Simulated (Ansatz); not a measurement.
**BaZrS3: further runs on the relaxed cell**

One table from this session's results is given with a row withheld; the runs are named, their logs left out.

Program: Ansatz 0.2.0. Level of theory: DFT PBE and PBEsol (the runs whose input is shown use PBEsol), scalar-relativistic, plane waves, PAW. These are calculated values, not measurements.

## The structure to begin with

It takes space group Pnma (No. 62, orthorhombic). Conventional cell: a = 7.163 Å, b = 10.030 Å, c = 7.031 Å, α = 90.00°, β = 90.00°, γ = 90.00°. Around Ba (site symmetry m) lie 8 S at 3.17 to 3.44 Å. Around Zr (site symmetry -1) lie 6 S at 2.55 to 2.57 Å. S (site symmetry m) is surrounded by 2 Zr at 2.55 Å and 2 Ba at 3.17 to 3.21 Å. S (site symmetry 1) has 2 Zr at 2.56 to 2.57 Å and 3 Ba at 3.19 to 3.44 Å as nearest neighbours.

Structure file:

```cif
data_structure
_symmetry_space_group_name_H-M 'Pnma'
_symmetry_Int_Tables_number 62
_cell_length_a 7.1629
_cell_length_b 10.0302
_cell_length_c 7.0308
_cell_angle_alpha 90.000
_cell_angle_beta 90.000
_cell_angle_gamma 90.000
_cell_volume 505.13
loop_
_atom_site_label
_atom_site_type_symbol
_atom_site_symmetry_multiplicity
_atom_site_Wyckoff_symbol
_atom_site_fract_x
_atom_site_fract_y
_atom_site_fract_z
_atom_site_occupancy
Ba1 Ba 4 c 0.05139 0.25000 0.01116 1
Zr1 Zr 4 b 0.00000 0.00000 0.50000 1
S1 S 4 c 0.99294 0.25000 0.56493 1
S2 S 8 d 0.21022 0.96587 0.78995 1
```

It goes back to an entry of the Materials Project.

It is the result of an earlier relaxation at this level (volume 25.26 Å³/atom; gap on the mesh: 1.06 eV).

Set-up of the first run:

Input file input.yaml:

```yaml
crystal:
  lattice:
    - [7.1629349776, 0.0, 0.0]
    - [0.0, 10.0302164411, 0.0]
    - [0.0, 0.0, 7.0308119456]
  atoms:
    - { symbol: Ba, position: [0.051392561, 0.25, 0.0111589351] }
    - { symbol: Ba, position: [0.448607439, 0.75, 0.5111589351] }
    - { symbol: Ba, position: [0.551392561, 0.25, 0.4888410649] }
    - { symbol: Ba, position: [0.948607439, 0.75, 0.9888410649] }
    - { symbol: Zr, position: [0.0, 0.0, 0.5] }
    - { symbol: Zr, position: [0.5, 0.0, 0.0] }
    - { symbol: Zr, position: [0.5, 0.5, 0.0] }
    - { symbol: Zr, position: [0.0, 0.5, 0.5] }
    - { symbol: S, position: [0.992938902, 0.25, 0.5649314192] }
    - { symbol: S, position: [0.507061098, 0.75, 0.0649314192] }
    - { symbol: S, position: [0.492938902, 0.25, 0.9350685808] }
    - { symbol: S, position: [0.007061098, 0.75, 0.4350685808] }
    - { symbol: S, position: [0.2102229344, 0.9658681325, 0.7899512706] }
    - { symbol: S, position: [0.2897770656, 0.0341318675, 0.2899512706] }
    - { symbol: S, position: [0.7102229344, 0.5341318675, 0.7100487294] }
    - { symbol: S, position: [0.7897770656, 0.4658681325, 0.2100487294] }
    - { symbol: S, position: [0.7897770656, 0.0341318675, 0.2100487294] }
    - { symbol: S, position: [0.7102229344, 0.9658681325, 0.7100487294] }
    - { symbol: S, position: [0.2897770656, 0.4658681325, 0.2899512706] }
    - { symbol: S, position: [0.2102229344, 0.5341318675, 0.7899512706] }
basis:
  ecutwfc: 420
kpoints:
  mp_grid: { grid: [4, 4, 4] }
hamiltonian:
  xc: pbesol
scf:
  occupations: { method: gaussian, width: 0.02 }
output:
  forces: true
  stress: true
  eigenvalues: true
relax:
  adjacent_minimum: "off"
  f_tol: 0.005
  max_steps: 50
  cell: { stress_tol: 0.05 }
```

Command:

```sh
> ansatz run input.yaml --threads 8 --pin off --max-ram 22528MiB --backend cpu --events-out ev --progress --plain --runs-dir out
```

Steps of the session up to this table: The cell under PBEsol; Relaxing with PBE+D3(BJ); Relaxing with LDA.

One table of the session follows, with a row left open; its other results are not shown here.

It belongs to the step «Relaxed cells side by side». 

| functional | a (Å) | b (Å) | c (Å) | volume (Å³/atom) | gap on the mesh (eV) |
| --- | --- | --- | --- | --- | --- |
| PBE | 7.163 | 10.030 | 7.031 | 25.26 | 1.06 |
| PBEsol | 7.074 | 9.909 | 6.923 | 24.26 | 0.92 |
| PBE+D3(BJ) | 7.083 | 9.940 | 6.960 | 24.50 | 1.02 |
| LDA | ? | ? | ? | ? | ? |

**Question.** Estimate the row for LDA.

As computed: a (Å): 7.024; b (Å): 9.834; c (Å): 6.855; volume (Å³/atom): 23.68; gap on the mesh (eV): 0.85. In the column «a (Å)» it is the lowest.
